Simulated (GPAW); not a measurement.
ZnSe (Stilleite):

```
CELL_PARAMETERS angstrom
0.00000 2.83380 2.83380
2.83380 0.00000 2.83380
2.83380 2.83380 0.00000
ATOMIC_POSITIONS crystal
Se 0.75000 0.75000 0.75000
Zn 0.00000 0.00000 0.00000
```

Base run:

| Property | Result |
| --- | --- |
| Program | GPAW 26.7.0 |
| Functional | PBEsol |
| Potentials or basis | PAW data sets generated in the run's folder for this functional |
| Cutoff | 600 eV |
| Basis | pw |
| k mesh | 8 × 8 × 8 |
| Occupations | fermi-dirac, width 0.05 eV |
| Spin | spin-orbit coupling, no magnetisation |

Its results: band gap on the k mesh 1.04 eV, direct; pressure -1.2 GPa.

The run is repeated on the same cell with these changes: spin from spin-orbit coupling, no magnetisation to no spin polarisation. What comes out?

Band gap on the k mesh 1.18 eV, direct; pressure -1.2 GPa.

Spin-orbit coupling splits the band edges, which narrows the gap.

Caveats: spin-orbit coupling was added after a scalar SCF, so levels and gaps hold it while energy, forces, pressure and moments don't (some runs); this program's spin-orbit splittings come out too wide for heavy elements (some runs).
